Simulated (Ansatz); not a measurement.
**CaO under changes of volume**

One of the cells (16.509 Å³/atom); the others are scaled copies at fixed shape and fractional positions:

```
Ca O
1.0
     3.99198    0.00000    0.00000
    -1.99599    3.45715    0.00000
     0.00000    0.00000    4.78484
Ca O
2 2
Direct
  0.66667 0.33333 0.25000
  0.33333 0.66667 0.75000
  0.66667 0.33333 0.75000
  0.33333 0.66667 0.25000
```

The cell comes from a database or a generator and needn't be the stable form of this composition.

```yaml
Program: Ansatz 0.2.0
Functional: PBE
Potentials_or_basis: Ansatz PAW
Cutoff: "420 eV (not typed: the program's choice for these potentials)"
k_mesh: 8 × 8 × 6
Occupations: fermi-dirac, width 0.05 eV
Spin: no spin polarisation
```

```tsv
volume (Å³/atom)	energy over the lowest point (meV/atom)	pressure (GPa)	gap on the mesh (eV)
15.518	24.90	7.3	3.39
15.848	12.26	5.0	3.32
16.179	?	?	?
16.509	0.24	1.0	3.18
16.839	0.00	-0.7	3.11
17.169	3.12	-2.3	3.04
17.499	9.26	-3.7	2.97
```

What does the run at 16.179 Å³/atom give?

Energy over the lowest point 4.21 meV/atom; pressure 2.9 GPa; gap on the mesh 3.25 eV.

Worked out: A Birch-Murnaghan fit of order 3 (a polynomial in V^(-2/3)) to the other rows has its minimum at 16.69 Å³/atom with B0 = V·E''(V) = 86 GPa and B' = 4.2 at fixed shape and positions, which overstates the stiffness. It gives 4.18 meV/atom at 16.179 Å³/atom, against the run's 4.21, and -dE/dV = 2.9 GPa, against 2.9. A straight line through the other rows of the gap, of slope -3.49 eV per unit of ln V (its deformation potential), gives 3.25 eV, against the run's 3.25.

Energies are extrapolated to zero smearing.

A mesh can miss the band edges.
